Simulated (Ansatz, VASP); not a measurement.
Two plane-wave programs on SnSe2

```xyz
3
Lattice="3.8716 0.0000 0.0000 -1.9358 3.3529 0.0000 0.0000 0.0000 6.9936" Properties=species:S:1:pos:R:3 pbc="T T T"
Sn    0.0000    0.0000    0.0000
Se    0.0000    2.2353    1.5946
Se    1.9358    1.1176    5.3990
```

Alike in both runs: functional PBE; k mesh 11 × 11 × 6; occupations fermi-dirac, width 0.05 eV; no spin polarisation.

Ansatz relaxed the structure, and its values are those at the end. VASP's run is a single point on that final structure, the one shown.

|  | VASP | Ansatz |
| --- | --- | --- |
| version | VASP 6.6.1 | Ansatz 0.2.0 |
| potentials or method | VASP PAW PBE potentials, release 64 (Sn_d, Se) | PAW with Ansatz's default frozen-core files, scalar-relativistic |
| plane-wave cutoff (eV) | 520 | 420 |
| valence electrons in the cell | 26 | 46 |

Ansatz gave:

* pressure (GPa): 0.0
* rms of the force components (eV/Å): 0.000

**Question.** Estimate VASP's values.

**Answer.** Pressure (GPa): 0.1; rms of the force components (eV/Å): 0.006.

The two sets of potentials don't hold the same shells in valence.

Caveats: this functional lacks dispersion, which binds the layers, so the pressure and a relaxed spacing across them are unreliable. A k mesh can miss the band edges.
